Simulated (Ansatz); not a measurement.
# Pb: properties at the relaxed cell

The task here is to estimate one member of a computed series from the others.

This is Pb in the hcp structure; at room conditions it is fcc.

Method: DFT PBE+D3(BJ), scalar-relativistic, plane waves, PAW, in Ansatz 0.2.0.

1 further run of the same task is left out (set aside as unsound or not needed).

**The system as given**

Symmetry: P6_3/mmc, No. 194, hexagonal system. Conventional cell: a = 3.489 Å, b = 3.489 Å, c = 5.753 Å, α = 90.00°, β = 90.00°, γ = 120.00°. Around Pb (site symmetry -6m2) lie 12 Pb at 3.49 to 3.51 Å.

Structure file:

```
CELL_PARAMETERS angstrom
3.48946 0.00000 0.00000
-1.74473 3.02196 0.00000
0.00000 0.00000 5.75270
ATOMIC_POSITIONS crystal
Pb 0.33333 0.66667 0.25000
Pb 0.66667 0.33333 0.75000
```

This cell was relaxed beforehand with the same method: volume 30.33 Å³/atom, gap on the mesh none (metal).

The first run:

Contents of input.yaml:

```yaml
crystal:
  lattice:
    - [3.4894605504, 0.0, 0.0]
    - [-1.7447302752, 3.0219614822, 0.0]
    - [0.0, 0.0, 5.7527048411]
  atoms:
    - { symbol: Pb, position: [0.3333333333, 0.6666666667, 0.25] }
    - { symbol: Pb, position: [0.6666666667, 0.3333333333, 0.75] }
basis:
  ecutwfc: 420
kpoints:
  mp_grid: { grid: [15, 15, 8] }
  band_path:
    path:
      - [[0.0, 0.0, 0.0], [0.5, 0.0, 0.0], [0.33333333, 0.33333333, 0.0], [0.0, 0.0, 0.0], [0.0, 0.0, 0.5], [0.5, 0.0, 0.5], [0.33333333, 0.33333333, 0.5], [0.0, 0.0, 0.5]]
      - [[0.5, 0.0, 0.5], [0.5, 0.0, 0.0]]
      - [[0.33333333, 0.33333333, 0.5], [0.33333333, 0.33333333, 0.0]]
    npoints: 14
hamiltonian:
  xc: pbe
  dispersion: d3bj
scf:
  occupations: { method: gaussian, width: 0.1 }
  n_extra_bands: 6
output:
  forces: true
  stress: true
  eigenvalues: true
  populations: true
  dos: { projected: true, de: 0.02, nscf_kmesh: { grid: [23, 23, 12] } }
  bader: true
  write_density: true
  write_potential: true
  elf: true
  volumetric_format: npy
```

Run with:

```bash
$ ansatz run input.yaml --threads 1 --pin off --max-ram 2560MiB --backend cpu --events-out ev --progress --plain --runs-dir out
```

Steps of the session up to this table: Bands, states and charges; Relaxing with PBEsol; The cell under LDA; Relaxing with PBE.

One table of the session follows, with a row left open; its other results are not shown here.

It belongs to the step «One structure, several functionals». 

```
functional  a (Å)  b (Å)  c (Å)  volume (Å³/atom)
PBE+D3(BJ)  3.489  3.489  5.753             30.33
    PBEsol  3.472  3.472  5.727             29.90
       LDA  3.435  3.435  5.669             28.96
       PBE      ?      ?      ?                 ?
```

Q: Estimate the row for PBE from the others.

The run gave: a (Å): 3.547; b (Å): 3.547; c (Å): 5.847; volume (Å³/atom): 31.85. In the column «a (Å)» it is the highest.

Caveats from the session: Warnings in the runs' records: relaxed geometry near dispersion switch.
